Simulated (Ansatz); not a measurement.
Crystal: FeO.

```
Fe O
1.0
    -1.60210    1.60210    2.08339
     1.60210   -1.60210    2.08339
     1.60210    1.60210   -2.08339
Fe O
1 1
Direct
  0.00000 0.00000 0.00000
  0.50000 0.50000 0.00000
```

The cell comes from a database or a generator and needn't be the stable form of this composition.

Base run:

```yaml
Program: Ansatz 0.2.0
Functional: PBEsol
Potentials_or_basis: Ansatz PAW
Cutoff: "420 eV (not typed: the program's choice for these potentials)"
k_mesh: 10 × 10 × 10
Occupations: fermi-dirac, width 0.05 eV
Spin: collinear spin, ferromagnetic start
Starting_moments: "[4.5, 0.0] μB"
Fixed_moment: 4.5 μB
```

Its results: pressure -6.3 GPa; site moments Fe +3.58; O +0.47 μB.

After a change of settings the same cell gave: pressure 32.7 GPa; site moments Fe +4.14; O +0.87 μB. Which change was it?
A. fixed moment from 4.5 μB to 0.8 μB; moments at the start from [4.5, 0.0] to [0.8, 0.0]
B. fixed moment from 4.5 μB to 6 μB; moments at the start from [4.5, 0.0] to [6.0, 0.0]
C. fixed moment from 4.5 μB to 1.5 μB; moments at the start from [4.5, 0.0] to [1.5, 0.0]
D. k mesh from 10 × 10 × 10 to 12 × 12 × 12; fixed moment from 4.5 μB to none

B.

Caveats: the total moment is fixed, so each spin has its own Fermi level; a cell with one magnetic atom can't hold antiferromagnetic order, which such compounds often take; the PAW data sets come from PBE, with cores solved anew for the run's functional, which leaves a small shift of forces and pressure; the thresholds are loose for stress; a pressure of tens of GPa on the cell as given is suspect, and the run, the potentials or the cell itself is likely at fault (some runs).
